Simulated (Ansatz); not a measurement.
KCl (Sylvite) in Ansatz: the effect of functional

Crystal: KCl (Sylvite).

```xyz
2
Lattice="0.0000 3.1673 3.1673 3.1673 0.0000 3.1673 3.1673 3.1673 0.0000" Properties=species:S:1:pos:R:3 pbc="T T T"
K     0.0000    0.0000    0.0000
Cl    3.1673    3.1673    3.1673
```

The cell isn't the ideal one: volume scaled by 1.02.

Alike in all runs:

```yaml
Program: Ansatz 0.2.0
Task: single point
Potentials_or_basis: Ansatz PAW
k_mesh: 7 × 7 × 7
Occupations: fermi-dirac, width 0.05 eV
Spin: no spin polarisation
```

| functional | cutoff | gap on the mesh (eV) | pressure (GPa) |
| --- | --- | --- | --- |
| LDA | 420 eV (not typed: the program's choice for these potentials) | ? | ? |
| PBEsol | 420 eV (not typed: the program's choice for these potentials) | 4.96 | -0.7 |
| r2SCAN | 500 eV (not typed: the program's choice for these potentials) | 5.76 | -0.4 |

What does the run with functional LDA give?

gap on the mesh 4.68 eV; pressure -2.2 GPa.

Caveats: odd divisions of the mesh miss points on the zone boundary, where band edges often lie, so the gap on the mesh can be too wide; the PAW data sets come from PBE, with cores solved anew for the run's functional, which leaves a small shift of forces and pressure.

A k mesh can miss the band edges.

Runs at the PBE level aren't shown here.
